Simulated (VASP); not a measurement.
Pb: equation of state with PBEsol

Crystal: Pb.

```
Pb
1.0
     0.00000    3.43900    3.43900
     3.43900    0.00000    3.43900
     3.43900    3.43900    0.00000
Pb
2
Cartesian
  1.7195 1.7195 1.7195
  0.0000 0.0000 0.0000
```

This isn't the form of Pb at room conditions, which is fcc.

- Program: VASP 6.6.1
- Task: equation of state
- Functional: PBEsol
- Potentials or basis: VASP PAW PBE potentials, release 64 (Pb_d)
- Cutoff: 520 eV
- k mesh: 7 × 7 × 7
- Occupations: fermi-dirac, width 0.05 eV
- Spin: no spin polarisation

The equilibrium volume is 41.26 Å³/atom. The bulk modulus is 30 GPa and the pressure derivative of the bulk modulus is 4.9.

Energy against volume, from the lowest point:
```
volume (Å³/atom)  energy (meV/atom)
          38.232              24.36
          39.045              12.44
          39.859               4.72
          40.672               0.70
          41.486               0.00
          42.299               2.27
          43.112               7.14
```

All runs of the series together: 3.3 min on 1 thread of Intel(R) Xeon(R) Platinum 8259CL CPU @ 2.50GHz (Skylake/Cascade Lake) (shared host).

Caveat: the PAW data sets were made with another functional, which shifts forces and pressure a little. The run has no spin-orbit coupling, so splittings on Pb are missing.
